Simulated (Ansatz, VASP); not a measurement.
SnSe2: VASP beside Ansatz

```
Sn Se
1.0
     3.82515    0.00000    0.00000
    -1.91257    3.31268    0.00000
     0.00000    0.00000    6.22708
Sn Se
1 2
Direct
  0.00000 0.00000 0.00000
  0.33333 0.66667 0.25308
  0.66667 0.33333 0.74692
```

The cell was built by a generator and needn't be a form met in nature.

Alike in both runs: task single point; functional PBE; k mesh 12 × 12 × 4; occupations fermi-dirac, width 0.02 eV; no spin polarisation.

|  | VASP | Ansatz |
| --- | --- | --- |
| version | VASP 6.6.1 | Ansatz 0.2.0 |
| potentials or method | VASP PAW PBE potentials, release 64 (Sn_d, Se) | plane waves, PAW |
| plane-wave cutoff (eV) | 520 | 420 |
| valence electrons in the cell | 26 | 46 |

Ansatz gave:

| Property | Result |
| --- | --- |
| gap on the k mesh at the Fermi level (eV) | 0.74 |
| pressure (GPa) | 2.9 |
| largest component of the traceless stress (GPa) | 0.11 |
| rms of the force components (eV/Å) | 0.123 |

Q: Estimate VASP's values.

A: gap on the k mesh at the Fermi level (eV): 0.74; pressure (GPa): 3.0; largest component of the traceless stress (GPa): 0.12; rms of the force components (eV/Å): 0.130.

Atom by atom the forces differ by 0.007 eV/Å (rms over components). The two sets of potentials don't hold the same shells in valence.

Caveats: spin-orbit coupling is left out, which moves the levels of the heavy elements; this functional lacks dispersion, which binds the layers, so the pressure and a relaxed spacing across them are unreliable. A k mesh can miss the band edges.
